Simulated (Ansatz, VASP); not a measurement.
# Two plane-wave programs on BN

INCAR

```
  PREC = Accurate
  ENCUT = 520
  EDIFF = 1E-7
  ISMEAR = 0
  SIGMA = 0.05
  LREAL = False
  LASPH = True
  NELM = 100
  ALGO = Normal
  ISIF = 2
  LWAVE = False
  LCHARG = False
  GGA = PS
  NBANDS = 16
```

The input KPOINTS:

```
regular mesh
0
Gamma
  12 12 4
```

POSCAR

```
BN
1.0
    2.5043488457      0.0000000000      0.0000000000
   -1.2521744229      2.1688297203      0.0243993344
    0.0000000000      0.0789648263      7.0190956742
B N
2 2
Direct
    0.3333333333      0.6666666667      0.2500000000
    0.6666666667      0.3333333333      0.7500000000
    0.3333333333      0.6666666667      0.7500000000
    0.6666666667      0.3333333333      0.2500000000
```

Input for Ansatz:

```yaml
crystal:
  lattice:
    - [2.5043488457, 0.0, 0.0]
    - [-1.2521744229, 2.1688297203, 0.0243993344]
    - [0.0, 0.0789648263, 7.0190956742]
  atoms:
    - { symbol: B, position: [0.3333333333, 0.6666666667, 0.25] }
    - { symbol: B, position: [0.6666666667, 0.3333333333, 0.75] }
    - { symbol: "N", position: [0.3333333333, 0.6666666667, 0.75] }
    - { symbol: "N", position: [0.6666666667, 0.3333333333, 0.25] }
basis:
  ecutwfc: 420
kpoints:
  mp_grid: { grid: [12, 12, 4] }
hamiltonian:
  xc: pbesol
scf:
  occupations: { method: gaussian, width: 0.05 }
output:
  forces: true
  stress: true
  eigenvalues: true
```

Change from the starting cell: strain +0.0225 x Voigt [0, 0, 0, 1, 0, 0], atoms carried along.

Alike in both runs: task single point; functional PBEsol; k mesh 12 × 12 × 4; occupations gaussian, width 0.05 eV; no spin polarisation.

|  | VASP | Ansatz |
| --- | --- | --- |
| version | VASP 6.6.1 | Ansatz 0.2.0 |
| potentials or method | VASP PAW PBE potentials, release 64 (B, N) | scalar-relativistic, plane waves, PAW |
| plane-wave cutoff (eV) | 520 | 420 |
| valence electrons in the cell | 16 | 16 |

|  | VASP | Ansatz | Ansatz less VASP |
| --- | --- | --- | --- |
| gap on the k mesh at the Fermi level (eV) | 4.23 | 4.24 | +0.010 |
| least direct gap on the mesh (eV) | 4.51 | 4.52 | +0.007 |
| pressure (GPa) | 0.3 | 0.0 | -0.28 |
| largest component of the traceless stress (GPa) | 0.38 | 0.06 | -0.316 |

Caveats: the PAW data sets were made with another functional, which shifts forces and pressure a little (VASP); this functional lacks dispersion, which binds the layers, so the pressure and a relaxed spacing across them are unreliable. A k mesh can miss the band edges.
